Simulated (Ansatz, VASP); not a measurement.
# Two plane-wave programs on Fe

Contents of INCAR:

```
ALGO = Normal ; EDIFF = 1E-6
ENCUT = 520 ; GGA = PS
ISIF = 2 ; ISMEAR = 0
ISPIN = 2 ; LASPH = T
LCHARG = T ; LELF = T
LMAXMIX = 4 ; LORBIT = 11
LREAL = F ; LVHAR = T
LWAVE = F ; MAGMOM = 2.51
NBANDS = 14 ; NELM = 150
PREC = Accurate ; SIGMA = 0.05
```

The input KPOINTS:

```
k-points
0
Gamma
  20 20 20
```

POSCAR

```
Fe
1.0
   -1.3854772669      1.3854772669      1.3854772669
    1.3854772669     -1.3854772669      1.3854772669
    1.3854772669      1.3854772669     -1.3854772669
Fe
1
Direct
    0.0000000000      0.0000000000      0.0000000000
```

Input for Ansatz:

```yaml
crystal:
  lattice:
    - [-1.3854772669, 1.3854772669, 1.3854772669]
    - [1.3854772669, -1.3854772669, 1.3854772669]
    - [1.3854772669, 1.3854772669, -1.3854772669]
  atoms:
    - { symbol: Fe, position: [0.0, 0.0, 0.0], spin: 2.51 }
basis:
  ecutwfc: 420
  ecutrho_ratio: 4
kpoints:
  mp_grid: { grid: [20, 20, 20] }
hamiltonian:
  xc: pbesol
scf:
  occupations: { method: gaussian, width: 0.05 }
output:
  forces: true
  stress: true
  eigenvalues: true
  populations: true
magnetization:
  spin_polarized: true
```

Alike in both runs: task single point; functional PBEsol; k mesh 20 × 20 × 20; occupations gaussian, width 0.05 eV; collinear spin.

|  | VASP | Ansatz |
| --- | --- | --- |
| version | VASP 6.6.1 | Ansatz 0.2.0 |
| potentials or method | VASP PAW PBE potentials, release 64 (Fe) | scalar-relativistic, plane waves, PAW |
| plane-wave cutoff (eV) | 520 | 420 |
| valence electrons in the cell | 8 | 16 |

Ansatz gave:

* pressure (GPa): 3.9
* net moment per atom (μB): 2.07
* size of the moment on the site where the two differ most (μB): 2.09

Q: Estimate VASP's values.

A: Pressure (GPa): 3.7; net moment per atom (μB): 2.07; size of the moment on the site where the two differ most (μB): 2.05.

Site moments also hang on the region over which each program counts them. With one functional, cell and mesh, what is left measures potentials, basis and numerics. The two sets of potentials don't hold the same shells in valence.

Caveats: the PAW data sets were made with another functional, which shifts forces and pressure a little (VASP).
